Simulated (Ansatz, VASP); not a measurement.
## Ge: VASP beside Ansatz

Contents of INCAR:

```
ALGO = Normal
EDIFF = 1E-6
ENCUT = 520
GGA = CA
ISIF = 2
ISMEAR = -1
LASPH = True
LCHARG = False
LREAL = False
LWAVE = False
NBANDS = 13
NELM = 60
PREC = Accurate
SIGMA = 0.05
```

File KPOINTS:

```
k-points
0
Gamma
  11 11 10
```

The input POSCAR:

```
Ge
1.0
    1.4064019120     -2.6177384622      0.0000000000
    1.4064019120      2.6177384622      0.0000000000
    0.0000000000      0.0000000000      2.7161006002
Ge
1
Direct
    0.5000000000      0.5000000000      0.0000000000
```

The input input.yaml:

```yaml
crystal:
  lattice:
    - [1.406401912, -2.6177384622, 0.0]
    - [1.406401912, 2.6177384622, 0.0]
    - [0.0, 0.0, 2.7161006002]
  atoms:
    - { symbol: Ge, position: [0.5, 0.5, 0.0] }
hamiltonian:
  xc: lda
  pseudopotentials: { kind: paw }
kpoints:
  mp_grid: { grid: [11, 11, 10] }
scf:
  occupations: { method: fermi_dirac, width: 0.05 }
output:
  forces: true
  stress: true
  eigenvalues: true
  write_density: true
  write_potential: true
  elf: true
  volumetric_format: npy
```

This isn't the form of Ge at room conditions, which is diamond.

Alike in both runs: task single point; functional LDA; k mesh 11 × 11 × 10; occupations fermi-dirac, width 0.05 eV; no spin polarisation.

|  | VASP | Ansatz |
| --- | --- | --- |
| version | VASP 6.6.1 | Ansatz 0.2.0 |
| potentials or method | VASP PAW LDA potentials, release 64 (Ge_d) | Ansatz PAW |
| plane-wave cutoff (eV) | 520 | 420 |
| valence electrons in the cell | 14 | 14 |

VASP gave:

- gap on the k mesh at the Fermi level (eV): none
- pressure (GPa): -6.7
- largest component of the traceless stress (GPa): 1.50

Which values does Ansatz return?

gap on the k mesh at the Fermi level (eV): none; pressure (GPa): -6.6; largest component of the traceless stress (GPa): 1.50.

A gap of «none» marks a metal or a gap that the smearing closes.

Caveats: the PAW data sets come from PBE, with cores solved anew for the run's functional, which leaves a small shift of forces and pressure (Ansatz).
